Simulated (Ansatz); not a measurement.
## Rh under changes of volume

One of the cells (14.302 Å³/atom); the others are scaled copies at fixed shape and fractional positions:

```xyz
2
Lattice="2.7310 0.0000 0.0000 -1.3655 2.3651 0.0000 0.0000 0.0000 4.4285" Properties=species:S:1:pos:R:3 pbc="T T T"
Rh    0.0000    1.5767    1.1071
Rh    1.3655    0.7884    3.3214
```

This isn't the form of Rh at room conditions, which is fcc.

* Program: Ansatz 0.2.0
* Functional: LDA
* Potentials or basis: all-electron LAPW, scalar-relativistic
* Cutoff: 270 eV (chosen from the basis error)
* Basis error allowed: 0.001 eV/atom
* k mesh: 11 × 11 × 6
* Occupations: fermi-dirac, width 0.05 eV
* Spin: no spin polarisation

| volume (Å³/atom) | energy over the lowest point (meV/atom) | pressure (GPa) |
| --- | --- | --- |
| 13.444 | 0.00 | -3.8 |
| 13.730 | 12.45 | -9.7 |
| 14.016 | 34.75 | -14.9 |
| 14.302 | 65.66 | -19.4 |
| 14.588 | 104.11 | -23.3 |
| 14.874 | ? | ? |
| 15.160 | 199.87 | -29.7 |

Task: What does the run at 14.874 Å³/atom give?

Result: Energy over the lowest point 149.13 meV/atom; pressure -26.7 GPa.

Worked out: A Birch-Murnaghan fit of order 3 (a polynomial in V^(-2/3)) to the other rows has its minimum at 13.27 Å³/atom, just outside them, with B0 = V·E''(V) = 317 GPa and B' = 5.2 at fixed shape and positions, which overstates the stiffness. It gives 149.13 meV/atom at 14.874 Å³/atom, against the run's 149.13, and -dE/dV = -26.9 GPa, against -26.7.

Energies are extrapolated to zero smearing.
